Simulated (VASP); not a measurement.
# CO2 (I-42d) in VASP: further runs, part 2 of 2

VASP 6.6.1. The steps go on from the part before.

## (4) Relaxation of cell and atoms, PBE+D3(BJ)

This run uses another cell than the first one, of 7.74 Å³/atom, 1.014 times its volume.

INCAR reads:

```
SYSTEM = CO2
ALGO = Normal
EDIFF = 1E-7
EDIFFG = -0.005
ENCUT = 600
GGA = PE
IBRION = 2
ISIF = 3
ISMEAR = 0
IVDW = 12
KPAR = 2
LASPH = .True.
LCHARG = .False.
LREAL = .False.
LWAVE = .False.
NELM = 80
NSW = 90
PREC = Accurate
SIGMA = 0.03
```

KPOINTS reads:

```
k-points
0
Gamma
  12 12 12
  0 0 0
```

POSCAR reads:

```
CO2                                     
1.0
   -1.9705063670      1.9705063670      2.9906472556
    1.9705063670     -1.9705063670      2.9906472556
    1.9705063670      1.9705063670     -2.9906472556
  C               O             
     2     4
Direct
     0.0000000000000000    0.0000000000000000    0.0000000000000000
     0.7500000000000000    0.2500000000000000    0.5000000000000000
     0.3750000000000000    0.2925060437608863    0.4175060437608863
     0.7074939562391136    0.1250000000000000    0.0824939562391137
     0.8750000000000000    0.9574939562391136    0.5824939562391136
     0.0425060437608863    0.6250000000000000    0.9175060437608864
```

Potentials or basis: VASP PAW PBE potentials, release 64 (C, O).

Run with:

```sh
> cat potpaw_PBE.64/C/POTCAR potpaw_PBE.64/O/POTCAR > POTCAR
> mpirun -np 2 vasp_std > vasp.out
```

OUTCAR:

```text
SYSTEM = CO2
   EDIFF = 1E-7
   EDIFFG = -0.005
   ENCUT = 600
   GGA = PE
   IBRION = 2
   ISIF = 3
   ISMEAR = 0
   IVDW = 12
   LASPH = .True.
   LREAL = .False.
   NELM = 80
   NSW = 90
   PREC = Accurate
 IVDW          = 12

 ion  position               nearest neighbor table
   1  0.000  0.000  0.000-   3 1.40   4 1.40   5 1.40   6 1.40
   2  0.750  0.250  0.500-   6 1.40   4 1.40   5 1.40   3 1.40
   3  0.375  0.293  0.418-   1 1.40   2 1.40
   4  0.707  0.125  0.082-   1 1.40   2 1.40
   5  0.875  0.957  0.582-   1 1.40   2 1.40
   6  0.043  0.625  0.918-   2 1.40   1 1.40

  LATTYP: Found a body centered tetragonal cell.
 ALAT       =     3.9410127340
 C/A-ratio  =     1.5177049441

  Lattice vectors:

 A1 = (  -1.9705063670,   1.9705063670,   2.9906472556)
 A2 = (   1.9705063670,  -1.9705063670,   2.9906472556)
 A3 = (   1.9705063670,   1.9705063670,  -2.9906472556)

Analysis of symmetry for initial positions (statically):
=====================================================================
 Subroutine PRICEL returns:
 Original cell was already a primitive cell.

 Routine SETGRP: Setting up the symmetry group for a
 body centered tetragonal supercell.

 Subroutine GETGRP returns: Found  8 space group operations
 (whereof  4 operations were pure point group operations)
 out of a pool of 16 trial point group operations.

The static configuration has the point symmetry S_4 .
 The point group associated with its full space group is D_2d.

Analysis of symmetry for dynamics (positions and initial velocities):
=====================================================================
 Subroutine PRICEL returns:
 Original cell was already a primitive cell.

 Routine SETGRP: Setting up the symmetry group for a
 body centered tetragonal supercell.

 Subroutine GETGRP returns: Found  8 space group operations
 (whereof  4 operations were pure point group operations)
 out of a pool of 16 trial point group operations.

The dynamic configuration has the point symmetry S_4 .
 The point group associated with its full space group is D_2d.

 Subroutine INISYM returns: Found  8 space group operations
 (whereof  4 operations are pure point group operations),
 and found     1 'primitive' translations

[... 111 lines left out ...]
   TEBEG  =    0.0;   TEEND  =   0.0 temperature during run
   PSTRESS=    0.0 pullay stress
   NELECT =      32.0000    total number of electrons
   NUPDOWN=      -1.0000    fix difference up-down
   EMIN   =  10.00;   EMAX   =-10.00  energy-range for DOS
   EFERMI =   0.00;   METHOD = LEGACY
   ISMEAR =     0;   SIGMA  =   0.03  broadening in eV -4-tet -1-fermi 0-gaus
   EFERMI_NEDOS =   21; number of points for ismear=-14 and -15
   IALGO  =     38    algorithm
   IMIX   =      4    mixing-type and parameters
     AMIX     =   0.40;   BMIX     =  1.00
     AMIX_MAG =   1.60;   BMIX_MAG =  1.00
  volume/ion in A,a.u.               =       7.74        52.24
  Fermi-wavevector in a.u.,A,eV,Ry     =   1.445877  2.732310 28.443780  2.090559
  Thomas-Fermi vector in A             =   2.564009
   LORBIT       =      0    0 simple, 1 ext, 2 COOP (PROOUT), +10 PAW based schemes
   GGA     = PE    functional components
   LHFCALC =     F    Hartree Fock is set to
   AEXX    =    0.0000 exact exchange contribution
   IVDW    =    12    specifies the selected vdW correction
   LEPSILON=     F    determine dielectric tensor
   LRPA    =     F    only Hartree local field effects (RPA)
 conjugate gradient relaxation of ions
 non-spin polarized calculation
 Gauss-broadening in eV      SIGMA  =   0.03
  energy-cutoff  :      600.00
  volume of cell :       46.45
 maximum number of plane-waves:      1572
 NGX is ok and might be reduce to    36
   NGX = 17   NGY = 17   NGZ = 17

--------------------------------------- Ionic step        1  -------------------------------------------

 number of electron      31.9999993 magnetization

 Free energy of the ion-electron system (eV)
  ---------------------------------------------------
  ext. energy  EPLUGINS =         0.00000000
  ---------------------------------------------------
  free energy    TOTEN  =       -43.44345370 eV

  energy without entropy =      -43.44345370  energy(sigma->0) =      -43.44345370

------------------------ aborting loop because EDIFF is reached ----------------------------------------

 Edisp (eV)   -0.60972

 E8    (eV) :    -0.1560
[... 167 lines left out ...]
--------------------------------------- Ionic step        5  -------------------------------------------

 number of electron      31.9999993 magnetization

 Free energy of the ion-electron system (eV)
  ---------------------------------------------------
  ext. energy  EPLUGINS =         0.00000000
  ---------------------------------------------------
  free energy    TOTEN  =       -43.44206588 eV

  energy without entropy =      -43.44206588  energy(sigma->0) =      -43.44206588

 E-fermi :   2.4572     XC(G=0): -11.1546

 val. band max:        2.2738738129   @ k =   0.5000   0.0000   0.0000
 cond. band min:       9.9220186559   @ k =   0.0000   0.0000   0.0000
 fundamental gap:      7.6481448430
 Fermi energy:         2.4572276129

 k-point     1 :       0.0000    0.0000    0.0000
  band No.  band energies     occupation
      1     -21.7537      2.00000
      2     -16.6628      2.00000
      3     -16.6628      2.00000
      4     -15.9785      2.00000
      5     -12.2428      2.00000
      6      -7.3520      2.00000
[... 541 lines left out ...]
     19      12.0359      0.00000
     20      12.5543      0.00000

 [... further k-points ...]

------------------------ aborting loop because EDIFF is reached ----------------------------------------

 Edisp (eV)   -0.61124

 E8    (eV) :    -0.1564
[... 29 lines left out ...]
  FREE ENERGIE OF THE ION-ELECTRON SYSTEM (eV)
  ---------------------------------------------------
  free  energy   TOTEN  =       -44.0533045130 eV

  energy  without entropy=      -44.0533045130  energy(sigma->0) =      -44.05330451

 reached required accuracy - stopping structural energy minimisation
```

Wall time 4.2 min (2 MPI ranks of Intel Xeon Platinum 8375C at 2.90GHz (Ice Lake), shared host); peak memory 0.3 GiB.

What came out:

```
Free energy                            : -44.0533 eV
Relaxed volume                         : 7.72 Å³/atom
Relaxed cell                           : a = 4.084 Å, b = 4.084 Å, c = 4.084 Å, α = 122.36°, β = 122.36°, γ = 85.97°
Space group after relaxing (to 0.05 Å) : I-42d (No. 122)
Energy gained by relaxing              : 0.0 meV/atom
Ionic steps                            : 5
Pressure after relaxing                : 0.0 GPa
Band gap on the k mesh                 : 7.65 eV, indirect (least direct gap 8.06 eV)
Dispersion energy per atom             : -0.102 eV
```

Step by step:
```tsv
step	energy change (eV)	largest force (eV/Å)	pressure (GPa)	volume (Å³)
1	0.0000	0.0096	-0.43	46.45
2	0.0000	0.0429	0.44	46.31
3	-0.0001	0.0145	-0.03	46.39
4	-0.0001	0.0073	-0.02	46.36
5	-0.0001	0.0006	0.00	46.34
```

Final structure:
```yaml
crystal:
  lattice:
    - [-1.96909, 1.96909, 2.98800]
    - [1.96909, -1.96909, 2.98800]
    - [1.96909, 1.96909, -2.98800]
  atoms:
    - { symbol: C, position: [0.00000, 0.00000, 0.00000] }
    - { symbol: C, position: [0.75000, 0.25000, 0.50000] }
    - { symbol: O, position: [0.37500, 0.29274, 0.41774] }
    - { symbol: O, position: [0.70726, 0.12500, 0.08226] }
    - { symbol: O, position: [0.87500, 0.95726, 0.58226] }
    - { symbol: O, position: [0.04274, 0.62500, 0.91774] }
```

Levels at points of the mesh, in eV from the valence-band top:
| k point | band 13 | band 14 | band 15 | band 16 | band 17 | band 18 | band 19 | band 20 |
| --- | --- | --- | --- | --- | --- | --- | --- | --- |
| (0.00, 0.00, 0.00) | -1.24 | -0.85 | -0.85 | -0.41 | 7.65 | 9.18 | 9.29 | 9.29 |
| (0.50, 0.00, 0.00) | -1.67 | -1.36 | -0.41 | 0.00 | 8.25 | 9.48 | 9.61 | 10.28 |
| (0.50, 0.50, 0.00) | -0.62 | -0.62 | -0.53 | -0.53 | 8.89 | 8.89 | 9.89 | 9.89 |
| (0.50, 0.50, 0.50) | -2.83 | -2.83 | -0.01 | -0.01 | 8.86 | 8.86 | 10.66 | 10.66 |

A k mesh can miss the band edges. As with any semilocal functional, this PBE gap is likely too small.
